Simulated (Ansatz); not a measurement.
# C: the cost of one run

Computed with Ansatz 0.2.0 (DFT PBE, scalar-relativistic, plane waves, PAW, unless a step's input says otherwise).

The COD entry's cell or inner coordinates are ideal or old and differ from later refinements, so a difference from it is no clean test against experiment.

## 1. Starting point

It takes space group P6_3mc (No. 186, hexagonal). Conventional cell: a = 2.470 Å, b = 2.470 Å, c = 6.790 Å, α = 90.00°, β = 90.00°, γ = 120.00°. C (site symmetry 3m) is surrounded by 3 C at 1.43 Å.

Coordinates:

```xyz
48
Lattice="3.7050 -2.1391 -6.7900 3.7050 -2.1391 6.7900 -7.4100 -4.2782 0.0000" Properties=species:S:1:pos:R:3 pbc="T T T"
C     0.0000    0.0000    0.0000
C     3.7050   -2.1391    0.0000
C    -1.2350   -6.4172    0.0000
C    -4.9400   -4.2782    0.0000
C    -2.4700   -4.2782    0.0000
C     1.2350   -6.4173    0.0000
C    -3.7050   -2.1391    0.0000
C     0.0000   -4.2782    0.0000
C     2.4700   -4.2782    0.0000
C    -1.2350   -2.1391    0.0000
C     1.2350   -2.1391    0.0000
C     4.9400   -4.2782    0.0000
C     3.7050   -2.1391   -3.3950
C     3.7050   -2.1391    3.3950
C    -1.2350   -6.4172    3.3950
C    -1.2350   -6.4172   -3.3950
C    -2.4700   -4.2782    3.3950
C    -2.4700   -4.2782   -3.3950
C     0.0000   -4.2782   -3.3950
C     0.0000   -4.2782    3.3950
C     2.4700   -4.2782    3.3950
C     2.4700   -4.2782   -3.3950
C     1.2350   -2.1391    3.3950
C     1.2350   -2.1391   -3.3950
C     1.2350   -0.7130    0.0340
C     4.9400   -2.8521    0.0339
C     0.0000   -7.1303    0.0339
C    -3.7050   -4.9912    0.0339
C    -1.2350   -4.9912    0.0340
C    -1.2350   -4.9912   -6.7560
C    -2.4700   -2.8521    0.0339
C     1.2350   -4.9912    0.0340
C     3.7050   -4.9912    0.0339
C     0.0000   -2.8521    0.0339
C     2.4700   -2.8521    0.0340
C     2.4700   -2.8521   -6.7560
C     2.4700   -1.4261   -3.3610
C     2.4700   -1.4261    3.4289
C    -2.4700   -5.7042    3.4289
C    -2.4700   -5.7042   -3.3611
C     0.0000   -5.7042   -3.3610
C     0.0000   -5.7042    3.4290
C    -1.2350   -3.5651   -3.3610
C    -1.2350   -3.5651    3.4290
C     1.2350   -3.5651    3.4289
C     1.2350   -3.5651   -3.3611
C     3.7050   -3.5651   -3.3610
C     3.7050   -3.5651    3.4290
```

The runs take a perfect supercell of 48 atoms; the defect goes to fractional position (0.000, 0.000, 0.000).

## 2. The perfect supercell

input.yaml reads:

```yaml
crystal:
  lattice:
    - [3.705, -2.139083, -6.79]
    - [3.705, -2.139083, 6.79]
    - [-7.41, -4.278165, 0.0]
  atoms:
    - { symbol: C, position: [0.0, 0.0, 0.0] }
    - { symbol: C, position: [0.5, 0.5, 0.0] }
    - { symbol: C, position: [0.666667, 0.666666, 0.833333] }
    - { symbol: C, position: [0.166667, 0.166666, 0.833333] }
    - { symbol: C, position: [0.333333, 0.333334, 0.666667] }
    - { symbol: C, position: [0.833333, 0.833334, 0.666667] }
    - { symbol: C, position: [0.0, 0.0, 0.5] }
    - { symbol: C, position: [0.5, 0.5, 0.5] }
    - { symbol: C, position: [0.666667, 0.666666, 0.333333] }
    - { symbol: C, position: [0.166667, 0.166666, 0.333333] }
    - { symbol: C, position: [0.333333, 0.333334, 0.166667] }
    - { symbol: C, position: [0.833333, 0.833334, 0.166667] }
    - { symbol: C, position: [0.75, 0.25, 0.0] }
    - { symbol: C, position: [0.25, 0.75, 0.0] }
    - { symbol: C, position: [0.416667, 0.916666, 0.833333] }
    - { symbol: C, position: [0.916667, 0.416666, 0.833333] }
    - { symbol: C, position: [0.083333, 0.583334, 0.666667] }
    - { symbol: C, position: [0.583333, 0.083334, 0.666667] }
    - { symbol: C, position: [0.75, 0.25, 0.5] }
    - { symbol: C, position: [0.25, 0.75, 0.5] }
    - { symbol: C, position: [0.416667, 0.916666, 0.333333] }
    - { symbol: C, position: [0.916667, 0.416666, 0.333333] }
    - { symbol: C, position: [0.083333, 0.583334, 0.166667] }
    - { symbol: C, position: [0.583333, 0.083334, 0.166667] }
    - { symbol: C, position: [0.164167, 0.169167, 0.0] }
    - { symbol: C, position: [0.664167, 0.669167, 0.0] }
    - { symbol: C, position: [0.830834, 0.835833, 0.833333] }
    - { symbol: C, position: [0.330834, 0.335833, 0.833333] }
    - { symbol: C, position: [0.4975, 0.502501, 0.666667] }
    - { symbol: C, position: [0.9975, 0.002501, 0.666667] }
    - { symbol: C, position: [0.164167, 0.169167, 0.5] }
    - { symbol: C, position: [0.664167, 0.669167, 0.5] }
    - { symbol: C, position: [0.830834, 0.835833, 0.333333] }
    - { symbol: C, position: [0.330834, 0.335833, 0.333333] }
    - { symbol: C, position: [0.4975, 0.502501, 0.166667] }
    - { symbol: C, position: [0.9975, 0.002501, 0.166667] }
    - { symbol: C, position: [0.580833, 0.085833, 0.0] }
    - { symbol: C, position: [0.080833, 0.585833, 0.0] }
    - { symbol: C, position: [0.2475, 0.752499, 0.833333] }
    - { symbol: C, position: [0.7475, 0.252499, 0.833333] }
    - { symbol: C, position: [0.914166, 0.419167, 0.666667] }
    - { symbol: C, position: [0.414166, 0.919167, 0.666667] }
    - { symbol: C, position: [0.580833, 0.085833, 0.5] }
    - { symbol: C, position: [0.080833, 0.585833, 0.5] }
    - { symbol: C, position: [0.2475, 0.752499, 0.333333] }
    - { symbol: C, position: [0.7475, 0.252499, 0.333333] }
    - { symbol: C, position: [0.914166, 0.419167, 0.166667] }
    - { symbol: C, position: [0.414166, 0.919167, 0.166667] }
basis:
  ecutwfc: 420
  fft_grid_basis: typed
kpoints:
  mp_grid: { grid: [2, 2, 2] }
hamiltonian:
  xc: pbe
  pseudopotentials: { kind: paw }
scf:
  occupations: { method: gaussian, width: 0.05 }
output:
  forces: true
  stress: false
  eigenvalues: true
  bader: false
  write_density: true
  volumetric_format: npy
```

On the command line:

```console
$ ansatz run input.yaml --threads 4 --pin off --max-ram 10240MiB --backend cpu --events-out ev --progress --plain --runs-dir out
```

Q: Estimate wall time and peak memory on 4 threads of Arm Neoverse V2, shared host.

About 4.8 s, with a peak of 1.6 GiB.
